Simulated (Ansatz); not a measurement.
## Zr: strain and displacement

```
CELL_PARAMETERS angstrom
3.23200 0.00000 0.00000
-1.61600 2.79899 0.00000
0.00000 0.00000 5.14700
ATOMIC_POSITIONS crystal
Zr 0.33333 0.66667 0.25000
Zr 0.66667 0.33333 0.75000
```

Atom numbers follow the list: Zr1, Zr2.

The cell comes from COD entry 9008523, which wasn't checked; take it as a given geometry.

The calculation used DFT, LDA, all-electron LAPW, scalar-relativistic (Ansatz 0.2.0).

Sampling and basis: a Γ-centred 13×13×7 k mesh, Fermi–Dirac smearing of 0.03 eV, basis error target 0.25 meV/atom, no spin polarisation.

The unchanged cell is at -6.09 GPa.

In a metal, stresses and small energies carry noise from the k mesh.

x, y and z are the Cartesian axes of the cell as listed; fractional coordinates follow a strain, and an engineering shear is twice the off-diagonal strain component.

With equal xy, yz and zx engineering shear strains of -2 %: energy change +2 meV/atom; stress change (xx, yy, zz, yz, xz, xy) -0.01, 0.05, -0.09, 0.40, 0.41, 0.83 GPa, compression positive; change of the force on Zr2 (-0.037, -0.002, -0.006) eV/Å.

With this change (equal xy, yz and zx engineering shear strains of -1 %), what becomes of the energy and stress and forces?

Energy change under 1 meV/atom; stress change (xx, yy, zz, yz, xz, xy) 0.00, 0.01, -0.04, 0.17, 0.17, 0.40 GPa, compression positive; change of the force on Zr2 (-0.018, -0.001, -0.001) eV/Å.

With this change (equal xy, yz and zx engineering shear strains of +1 %), what becomes of the energy and stress and forces?

Energy change under 1 meV/atom; stress change (xx, yy, zz, yz, xz, xy) 0.00, 0.02, -0.04, -0.15, -0.15, -0.38 GPa, compression positive; change of the force on Zr1 (-0.016, 0.001, 0.001) eV/Å.

With this change (equal xy, yz and zx engineering shear strains of +2 %), what becomes of the energy and stress and forces?

Energy change +2 meV/atom; stress change (xx, yy, zz, yz, xz, xy) 0.00, 0.08, -0.11, -0.32, -0.33, -0.75 GPa, compression positive; change of the force on Zr1 (-0.030, 0.002, 0.003) eV/Å.
